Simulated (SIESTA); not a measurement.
The system is MgSe.

```
Se Mg
1.0
     0.00000    2.72550    2.72550
     2.72550    0.00000    2.72550
     2.72550    2.72550    0.00000
Se Mg
1 1
Direct
  0.50000 0.50000 0.50000
  0.00000 0.00000 0.00000
```

Base run:

```yaml
Program: SIESTA 5.4.2
Functional: vdW-DF-cx
Potentials_or_basis: PseudoDojo 0.4 standard (PBE files)
Basis: DZP (energy shift 0.003 Ry; two zetas on semicore shells)
Grid_cutoff: 800 Ry
Energy_shift: 0.003 Ry
k_mesh: 8 × 8 × 8
Occupations: fermi-dirac, width 0.05 eV
Spin: no spin polarisation
```

Its results: band gap on the k mesh 2.08 eV, indirect (least direct gap 2.78 eV); pressure 3.0 GPa.

**Question.** After a change of settings the same cell gave: band gap on the k mesh 2.03 eV, indirect (least direct gap 2.84 eV); pressure 6.4 GPa. Which change was it?
A. functional from vdW-DF-cx to AM05; potentials or basis from PseudoDojo 0.4 standard (PBE files) to PseudoDojo 0.4 standard (PBEsol files)
B. functional from vdW-DF-cx to BLYP
C. functional from vdW-DF-cx to LDA; potentials or basis from PseudoDojo 0.4 standard (PBE files) to PseudoDojo 0.4 standard (LDA files)
D. functional from vdW-DF-cx to PBEsol; potentials or basis from PseudoDojo 0.4 standard (PBE files) to PseudoDojo 0.4 standard (PBEsol files)

**Answer.** B.

Caveats: the potentials were made for another functional, which shifts forces and pressure; the basis of atomic orbitals isn't converged, which shifts pressures, moduli and gaps.

Not every run made on this cell is shown here.
